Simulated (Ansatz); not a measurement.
# AlAs: from supercell energies to defect levels (H interstitial)

Level of theory: DFT PBE, scalar-relativistic, plane waves, PAW in Ansatz 0.2.0. (420 eV cutoff, 2×2×2 k-mesh, Gaussian smearing of 0.01 eV, collinear spin in charge 0 alone)

Host crystal, relaxed:

```
Al As
1.0
     0.00000    2.86396    2.86396
     2.86396    0.00000    2.86396
     2.86396    2.86396    0.00000
Al As
1 1
Direct
  0.00000 0.00000 0.00000
  0.75000 0.75000 0.75000
```

The H interstitial was set at (0.250, 0.250, 0.250) of the host cell, in a supercell of 32 sites (752 Å³), relaxed at fixed cell in each charge q. The host's Kohn–Sham gap is 1.50 eV and its static dielectric constant 11.6 (mean). For each charge: the supercell's free energy over the neutral one with q electrons exchanged at the valence band top, F(q) − F(0) + qE_v; the image-charge term; and the term that aligns the potential far from the defect with the host's.

```tsv
q	F(q) − F(0) + qE_v (eV)	image charge (eV)	alignment (eV)
+1	0.114	0.198	-0.139
0	0.000	0.000	0.000
-1	0.034	0.198	-0.073
```

Q: Add the terms and find the levels between neighbouring charges, ε(q/q′) = [A(q′) − A(q)]/(q − q′), with and without the two corrections.

A: A(q): 0.172 eV for +1, 0.000 eV for 0, 0.158 eV for -1.
```csv
level,corrected (eV over E_v),uncorrected (eV)
(+1/0),-0.17,-0.11
(0/-1),0.16,0.03
```

As a check, a point charge in a simple cubic cell of this volume has q²αe²/(2εL) = 0.194 q² eV (e² = 14.40 eV Å, α = 2.837, L = 9.09 Å); the shape of the real cell can change it somewhat. The term grows as q², so it pushes donor levels down and acceptor levels up. The program doubts the alignment for q = -1, so levels beside it are uncertain by about that term.

Q: Which of these charges is lowest with the Fermi level at the valence band top, at mid-gap and at the conduction band bottom?

A: The line A(q) + qE_F that lies lowest gives the charge: 0 at E_F = 0.00 eV, -1 at E_F = 0.75 eV, -1 at E_F = 1.50 eV. (+1/0) falls outside this Kohn–Sham gap, so the change of charge isn't reached within it; the real gap is usually wider and may hold a localised level, while a level that comes from a carrier in the host's bands only marks the band edge and moves with it. In charge +1, 0 the cell has partly filled levels, from a carrier spread over the host's bands, a defect level that the small cell broadens into a band, or a degenerate defect level that the symmetric start can't split, so the levels beside it are doubtful. In charge +1 the extra carrier sits in the host's bands, sampled away from their edge; a term of -0.17 eV would put the level beside it at that edge (it also undoes corrections that don't apply to a spread carrier) and isn't included above. Charges beyond those computed could lie lower near the band edges.

Q: The neutral defect forms at 1.88 eV with atoms taken from and returned to the elements. What are the formation energies at those three Fermi levels, and what share of sites would hold the defect at 1200 K with E_F at mid-gap, if the host still stood at that temperature?

A: E_f = E_f(0) + A(q) + qE_F = 1.88, 1.29, 0.54 eV. In the dilute limit the share is exp(−E_f/k_BT) = exp(−1.291/0.1034) = 3.8×10⁻⁶, leaving out degeneracy and vibrational entropy. This is the H-rich limit; a poorer supply of H, or a competing compound of it, raises E_f. The small cell and the narrow Kohn–Sham gap leave errors of tenths of an eV or more, which change the share by orders of magnitude.